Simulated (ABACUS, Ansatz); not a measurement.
Given: the input of a run of Ansatz 0.2.0 on SnSe. 

input.yaml

```yaml
crystal:
  lattice:
    - [11.42, 0.0, 0.0]
    - [0.0, 4.19, 0.0]
    - [0.0, 0.0, 4.46]
  atoms:
    - { symbol: Sn, position: [0.877, 0.75, 0.909] }
    - { symbol: Sn, position: [0.623, 0.25, 0.409] }
    - { symbol: Sn, position: [0.377, 0.75, 0.591] }
    - { symbol: Sn, position: [0.123, 0.25, 0.091] }
    - { symbol: Se, position: [0.643, 0.75, 0.984] }
    - { symbol: Se, position: [0.857, 0.25, 0.484] }
    - { symbol: Se, position: [0.143, 0.75, 0.516] }
    - { symbol: Se, position: [0.357, 0.25, 0.016] }
hamiltonian:
  xc: pbe
  pseudopotentials: { kind: paw }
kpoints:
  mp_grid: { grid: [3, 6, 6] }
scf:
  occupations: { method: fermi_dirac, width: 0.05 }
output:
  forces: true
  stress: true
  eigenvalues: true
  write_density: true
  write_potential: true
  elf: true
  volumetric_format: npy
```

Potentials or basis: Ansatz PAW.

Command:

```console
$ ansatz run input.yaml --threads 4 --pin off --max-ram 10240MiB --backend cpu --events-out ev --progress --plain --runs-dir out
```

**Question.** What does the same run look like in ABACUS 3.10.1? Potentials or basis there: PseudoDojo NC SR 0.4.1 PBE standard, plane waves, cutoff 1184 eV.

**Answer.** As run (cutoffs and basis follow the program's own potentials, and thresholds, step limits or extra output files can differ):

Contents of INPUT:

```
INPUT_PARAMETERS
suffix              SnSe
calculation         scf
basis_type          pw
pseudo_dir          ./
symmetry            1
dft_functional      pbe
ecutwfc             87
pseudo_rcut         10
nspin               1
nbands              72
ks_solver           dav
smearing_method     fd
smearing_sigma      0.00367493
scf_thr             1e-08
scf_nmax            100
mixing_type         broyden
mixing_beta         0.7
cal_force           1
cal_stress          1
kpar                4
```

File STRU:

```
ATOMIC_SPECIES
Sn 118.7100 Sn.upf
Se 78.9710 Se.upf

LATTICE_CONSTANT
1.8897261246

LATTICE_VECTORS
11.4200000000 0.0000000000 0.0000000000
0.0000000000 4.1900000000 0.0000000000
0.0000000000 0.0000000000 4.4600000000

ATOMIC_POSITIONS
Direct

Sn
0.0
4
0.8770000000 0.7500000000 0.9090000000 1 1 1
0.6230000000 0.2500000000 0.4090000000 1 1 1
0.3770000000 0.7500000000 0.5910000000 1 1 1
0.1230000000 0.2500000000 0.0910000000 1 1 1

Se
0.0
4
0.6430000000 0.7500000000 0.9840000000 1 1 1
0.8570000000 0.2500000000 0.4840000000 1 1 1
0.1430000000 0.7500000000 0.5160000000 1 1 1
0.3570000000 0.2500000000 0.0160000000 1 1 1
```

KPT

```
K_POINTS
0
Gamma
3 6 6 0 0 0
```

Potentials or basis: PseudoDojo NC SR 0.4.1 PBE standard, plane waves.

Run with:

```sh
$ OMP_NUM_THREADS=1 mpirun -np 4 abacus > log
```

Both were run:

|  | Ansatz | ABACUS |
| --- | --- | --- |
| Pressure | 2.4 GPa | 2.5 GPa |
| Largest force | 0.311 eV/Å | 0.343 eV/Å |

Ansatz's pressure holds a Pulay term of +0.03 GPa for its cutoff of 420 eV, which the other run lacks.

Where Ansatz's input types no cutoff or centring, it takes its own default and a Γ-centred mesh.

Pressure is positive in compression.
